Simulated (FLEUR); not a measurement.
RbBr under changes of volume

One of the cells (40.248 Å³/atom); the others are scaled copies at fixed shape and fractional positions:

```
CELL_PARAMETERS angstrom
0.00000 3.42700 3.42700
3.42700 0.00000 3.42700
3.42700 3.42700 0.00000
ATOMIC_POSITIONS crystal
Rb 0.00000 0.00000 0.00000
Br 0.50000 0.50000 0.50000
```

* Program: FLEUR MaX-R8.1 (later development tree)
* Functional: r2SCAN
* Potentials or basis: all-electron
* Basis: FLAPW
* Kmax: 4.1 1/bohr
* k mesh: 7 × 7 × 7
* Occupations: fermi-dirac, width 0.05 eV
* Spin: no spin polarisation

| volume (Å³/atom) | energy over the lowest point (meV/atom) | gap on the mesh (eV) |
| --- | --- | --- |
| 37.833 | 17.80 | 5.09 |
| 38.638 | ? | ? |
| 40.248 | 1.87 | 4.91 |
| 41.858 | 0.00 | 4.81 |
| 42.663 | 0.29 | 4.74 |

Problem. What does the run at 38.638 Å³/atom give?

Solution. Energy over the lowest point 10.64 meV/atom; gap on the mesh 5.04 eV.

Worked out: A Birch-Murnaghan fit of order 2 (a polynomial in V^(-2/3)) to the other rows has its minimum at 41.74 Å³/atom with B0 = V·E''(V) = 13.5 GPa. It gives 10.68 meV/atom at 38.638 Å³/atom, against the run's 10.64. A straight line through the other rows of the gap, of slope -2.86 eV per unit of ln V (its deformation potential), gives 5.03 eV, against the run's 5.04.

Energies are extrapolated to zero smearing.

Caveats: the meta-GGA is that of a development version, with a GGA for the radial functions and cores and without core tails; an odd mesh through Γ misses points on the zone boundary, where band edges often lie (some runs). Spin-orbit coupling on Br, Rb is left out.
